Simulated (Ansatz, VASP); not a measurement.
**One calculation of PbS, two programs**

```
Pb S
1.0
    -0.08895    2.92053    2.92053
     2.92053   -0.08895    2.92053
     2.92053    2.92053   -0.08895
Pb S
1 1
Cartesian
  0.0000 0.0000 0.0000
  2.8761 2.8761 2.8761
```

Change from the starting cell: equal xy, yz and zx shear strains of -3 %, crystal datasets.

Alike in both runs: task electric field gradients; functional PBE; k mesh 8 × 8 × 8; occupations fermi-dirac, width 0.01 eV; no spin polarisation.

```csv
,VASP,Ansatz
version,VASP 6.6.1,Ansatz 0.2.0
potentials or method,"VASP PAW PBE potentials, release 64 (Pb_d, S), cutoff 520 eV","all-electron PAW with datasets made for the crystal, scalar-relativistic"
```

|  | VASP | Ansatz | Ansatz less VASP |
| --- | --- | --- | --- |
| pressure (GPa) | 2.2 | 2.3 | +0.08 |
| largest component of the traceless stress (GPa) | 0.55 | 0.55 | -0.002 |
| Vzz of the field gradient on the site that differs most (V/Å²) | 7.3 | 13.6 | +6.27 |

Ansatz ran all-electron here, so the differences hold the error of VASP's frozen core and of both bases. Ansatz warned: «gradients_without_spin_orbit».
